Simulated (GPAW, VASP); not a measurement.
Given: the input of a run of GPAW 26.7.0 (ASE script) on Ge (Germanium). 

run.py

```python
from ase.dft.bandgap import bandgap
from ase.io import read, write
from ase.units import GPa
from gpaw import GPAW, PW

atoms = read('POSCAR')

calc = GPAW(mode=PW(600),
            xc='PBE',
            kpts={'size': (8, 8, 8), 'gamma': True},
            occupations={'name': 'methfessel-paxton', 'order': 0, 'width': 0.02},
            nbands=11,
            convergence={'density': 1e-05, 'energy': 1e-05},
            maxiter=150,
            txt='gpaw.txt')
atoms.calc = calc
energy = atoms.get_potential_energy()
forces = atoms.get_forces()
stress = atoms.get_stress()
calc.write('gs.gpw')
write('result.traj', atoms)
print(f'Energy: {energy:.6f} eV')
print('Forces (eV/A):')
print(forces.round(4))
print('Stress (GPa):', (stress / GPa).round(3))
print('Fermi level:', round(calc.get_fermi_level(), 4), 'eV')
print(f'Gap: {bandgap(calc)[0]:.4f} eV, direct: {bandgap(calc, direct=True)[0]:.4f} eV')
```

The input POSCAR:

```
Ge
1.0
    0.0000000000      2.8289100000      2.8289100000
    2.8289100000      0.0000000000      2.8289100000
    2.8289100000      2.8289100000      0.0000000000
Ge
2
Direct
    0.7500000000      0.7500000000      0.7500000000
    0.5000000000      0.5000000000      0.5000000000
```

Potentials or basis: GPAW PAW data sets (gpaw-data 1.2.1), pw.

The run is started by

```sh
$ OMP_NUM_THREADS=1 python run.py
```

Set up the same calculation for VASP 6.6.1. Potentials or basis there: PBE PAW files Ge, 500 eV.

As run (cutoffs and basis follow the program's own potentials, and thresholds, step limits or extra output files can differ):

Contents of INCAR:

```
SYSTEM = Ge
  PREC = Accurate
  ENCUT = 500
  EDIFF = 1E-6
  ISMEAR = 0
  SIGMA = 0.02
  LREAL = .False.
  LASPH = .True.
  NELM = 80
  ALGO = Normal
  ISIF = 2
  LWAVE = .False.
  LCHARG = .True.
  GGA = PE
  LELF = .True.
  LVHAR = .True.
```

KPOINTS

```
Automatic mesh
0
Gamma
  8 8 8
  0 0 0
```

POSCAR

```
Ge
1.0
    0.0000000000      2.8289100000      2.8289100000
    2.8289100000      0.0000000000      2.8289100000
    2.8289100000      2.8289100000      0.0000000000
Ge
2
Direct
    0.7500000000      0.7500000000      0.7500000000
    0.5000000000      0.5000000000      0.5000000000
```

Potentials or basis: VASP PAW PBE potentials, release 64 (Ge).

Run with:

```sh
$ cat potpaw_PBE.64/Ge/POTCAR > POTCAR
$ mpirun -np 1 vasp_std > vasp.out
```

Both were run:

|  | GPAW | VASP |
| --- | --- | --- |
| Pressure | 3.8 GPa | 4.4 GPa |

Pressure is positive in compression.
